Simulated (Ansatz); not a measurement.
Ge, 2 atoms in the cell. The structure is orthorhombic, space group Imma (No. 74). The conventional cell has a = 4.992 Å, b = 5.302 Å, c = 2.874 Å, α = 90.00°, β = 90.00°, γ = 90.00°. Around Ge (site symmetry mm2) lie 6 Ge at 2.68 to 2.87 Å. This isn't the form of Ge at room conditions, which is diamond.

| Item | Value |
| --- | --- |
| Program | Ansatz 0.2.0 |
| Task | density of states |
| Functional | PBEsol |
| Potentials or basis | Ansatz PAW |
| Cutoff | 420 eV (not typed: the program's choice for these potentials) |
| k mesh | 10 × 10 × 10 |
| Occupations | fermi-dirac, width 0.05 eV |
| Spin | no spin polarisation |

Potentials or basis: Ansatz PAW.

Run with:

```bash
$ ansatz run input.yaml --threads 2 --pin off --max-ram 5632MiB --backend cpu --events-out ev --progress --plain --runs-dir out
```

Hardware: 2 threads of Arm Neoverse V2, on a shared host.

Question: Estimate the wall time of this run.

Answer: It took 6.3 s on 2 threads of Arm Neoverse V2 (shared host), peak memory 0.41 GiB. Counts: scf iterations 6, plane waves 765, k points 171, bands 20.
